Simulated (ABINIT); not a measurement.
Pb: equation of state with rPW86PBE

Crystal: Pb.

```
Pb
1.0
     0.00000    2.47502    2.47502
     2.47502    0.00000    2.47502
     2.47502    2.47502    0.00000
Pb
1
Direct
  0.00000 0.00000 0.00000
```

* Program: ABINIT 10.8.3 (patched build)
* Task: equation of state
* Functional: rPW86PBE
* Potentials or basis: JTH PAW PBE v2.0 sp
* Cutoff: 408 eV
* k mesh: 9 × 9 × 9
* Occupations: fermi-dirac, width 0.05 eV
* Spin: no spin polarisation

```yaml
Equilibrium_volume: "34.27 Å³/atom (rough: see the caveat)"
Bulk_modulus: 33 GPa (rough)
```

Energy against volume, from the lowest point:
| volume (Å³/atom) | energy (meV/atom) |
| --- | --- |
| 28.503 | 133.47 |
| 29.110 | 98.52 |
| 29.716 | 69.41 |
| 30.323 | 45.56 |
| 30.929 | 26.37 |
| 31.535 | 11.32 |
| 32.142 | 0.00 |

Run time: 42 s on 1 thread of Arm Neoverse V1 (shared host), peak memory 0.13 GiB.

Caveat: pressures at fixed basis lie under the slope of the energies; the minimum lies outside the volumes run; the PAW data sets were made with another functional, which shifts forces and pressure a little; this set keeps more shells in the core, which shifts pressures and gaps. Spin-orbit coupling is left out, which matters for the levels of Pb.
